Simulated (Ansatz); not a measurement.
Crystal: Fe2Si.

```
Fe Si
1.0
    -1.34748    1.34748    4.45257
     1.34748   -1.34748    4.45257
     1.34748    1.34748   -4.45257
Fe Si
2 1
Direct
  0.66037 0.66037 0.00000
  0.33963 0.33963 0.00000
  0.00000 0.00000 0.00000
```

The cell comes from a database or a generator and needn't be the stable form of this composition.

Base run:

| Quantity | Value |
| --- | --- |
| Program | Ansatz 0.2.0 |
| Functional | PBEsol |
| Potentials or basis | Ansatz PAW |
| Cutoff | 420 eV (not typed: the program's choice for these potentials) |
| k mesh | 11 × 11 × 11 |
| Occupations | fermi-dirac, width 0.05 eV |
| Spin | collinear spin, ferromagnetic start |
| Starting moments | [2.25, 2.25, 0.0] μB |
| Fixed moment | 4.5 μB |

Its results: pressure 9.3 GPa; site moments Fe +2.20; Si -0.02 μB; largest force 0.626 eV/Å.

The run is repeated on the same cell with these changes: fixed moment from 4.5 μB to 3 μB; moments at the start from [2.25, 2.25, 0.0] to [1.5, 1.5, 0.0]. What comes out?

Pressure -4.7 GPa; site moments Fe +1.54; Si -0.06 μB; largest force 0.244 eV/Å.

Caveats: the total moment is fixed, so each spin has its own Fermi level; the PAW data sets come from PBE, with cores solved anew for the run's functional, which leaves a small shift of forces and pressure; the thresholds are loose for stress.
